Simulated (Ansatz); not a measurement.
## Response of ZnS to small distortions

```xyz
4
Lattice="3.8110 0.0000 0.0000 -1.9055 3.3004 0.0000 0.0000 0.0000 6.2340" Properties=species:S:1:pos:R:3 pbc="T T T"
Zn    0.0000    2.2003    0.0000
Zn    1.9055    1.1001    3.1170
S     0.0000    2.2003    2.4001
S     1.9055    1.1001    5.5171
```

Atom numbers follow the list: Zn1, Zn2, S3, S4.

The conventional cell has a = 3.811 Å, b = 3.811 Å, c = 6.234 Å, α = 90.00°, β = 90.00°, γ = 120.00°. Around Zn (atom 1) lie 4 S at 2.31 to 2.40 Å. S (atom 3) is surrounded by 4 Zn at 2.31 to 2.40 Å.

The cell is COD entry 9008878, as deposited and not checked against the literature; nothing was relaxed. It differs from other determinations.

All numbers below come from Ansatz 0.2.0, DFT, PBE, all-electron LAPW, scalar-relativistic.

Sampling and basis: a Γ-centred 8×8×5 k mesh, Fermi–Dirac smearing of 0.03 eV, basis error target 1 meV/atom, no spin polarisation.

The unchanged cell is at 2.34 GPa.

Semilocal functionals give too small gaps.

x, y and z are the Cartesian axes of the cell as listed; fractional coordinates follow a strain, and an engineering shear is twice the off-diagonal strain component.

With this change (equal xy, yz and zx engineering shear strains of -3 %), what becomes of the energy and stress and forces and gap?

Energy change +8 meV/atom; stress change (xx, yy, zz, yz, xz, xy) 0.19, 0.14, 0.08, 1.10, 1.11, 1.80 GPa, compression positive; change of the force on S4 (-0.369, -0.141, -0.022) eV/Å; gap on the k mesh 2.25 → 2.14 eV.

With equal xy, yz and zx engineering shear strains of -1 %: energy change under 1 meV/atom; stress change (xx, yy, zz, yz, xz, xy) 0.02, 0.02, 0.01, 0.36, 0.36, 0.60 GPa, compression positive; change of the force on S4 (-0.115, -0.042, -0.002) eV/Å; gap on the k mesh 2.25 → 2.22 eV.

With equal xy, yz and zx engineering shear strains of +2 %: energy change +3 meV/atom; stress change (xx, yy, zz, yz, xz, xy) 0.08, 0.06, 0.03, -0.72, -0.72, -1.18 GPa, compression positive; change of the force on S4 (0.211, 0.068, -0.009) eV/Å; gap on the k mesh 2.25 → 2.21 eV.

With this change (equal xy, yz and zx engineering shear strains of -2 %), what becomes of the energy and stress and forces and gap?

Energy change +3 meV/atom; stress change (xx, yy, zz, yz, xz, xy) 0.08, 0.06, 0.03, 0.73, 0.73, 1.20 GPa, compression positive; change of the force on S4 (-0.238, -0.089, -0.010) eV/Å; gap on the k mesh 2.25 → 2.18 eV.

With equal xy, yz and zx engineering shear strains of +1 %: energy change under 1 meV/atom; stress change (xx, yy, zz, yz, xz, xy) 0.02, 0.02, 0.01, -0.36, -0.36, -0.59 GPa, compression positive; change of the force on S4 (0.109, 0.037, -0.002) eV/Å; gap on the k mesh 2.25 → 2.23 eV.

With this change (equal xy, yz and zx engineering shear strains of +3 %), what becomes of the energy and stress and forces and gap?

Energy change +7 meV/atom; stress change (xx, yy, zz, yz, xz, xy) 0.17, 0.14, 0.08, -1.07, -1.07, -1.76 GPa, compression positive; change of the force on S4 (0.309, 0.095, -0.021) eV/Å; gap on the k mesh 2.25 → 2.18 eV.
